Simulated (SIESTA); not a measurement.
Pd:

```xyz
1
Lattice="0.0000 1.9465 1.9465 1.9465 0.0000 1.9465 1.9465 1.9465 0.0000" Properties=species:S:1:pos:R:3 pbc="T T T"
Pd    0.0000    0.0000    0.0000
```

Base run:

| Quantity | Value |
| --- | --- |
| Program | SIESTA 5.4.2 |
| Functional | PBE |
| Potentials or basis | PseudoDojo 0.4 standard (PBE files) |
| Basis | DZ (energy shift 0.002 Ry) |
| Grid cutoff | 800 Ry |
| Energy shift | 0.002 Ry |
| k mesh | 12 × 12 × 12 |
| Occupations | fermi-dirac, width 0.05 eV |
| Spin | no spin polarisation |

Its results: band gap on the k mesh none (metal or under the smearing width); pressure 4.3 GPa.

The run is repeated on the same cell with these changes: basis from DZ (energy shift 0.002 Ry) to TZDP (energy shift 0.002 Ry). What comes out?

Band gap on the k mesh none (metal or under the smearing width); pressure 6.6 GPa.

Caveats: semicore shells carry a single zeta, which can move pressures by several GPa and volumes by a few percent; the basis of atomic orbitals isn't converged, which shifts pressures, moduli and gaps; the basis has no polarisation orbitals (some runs).

Not every run made on this cell is shown here.
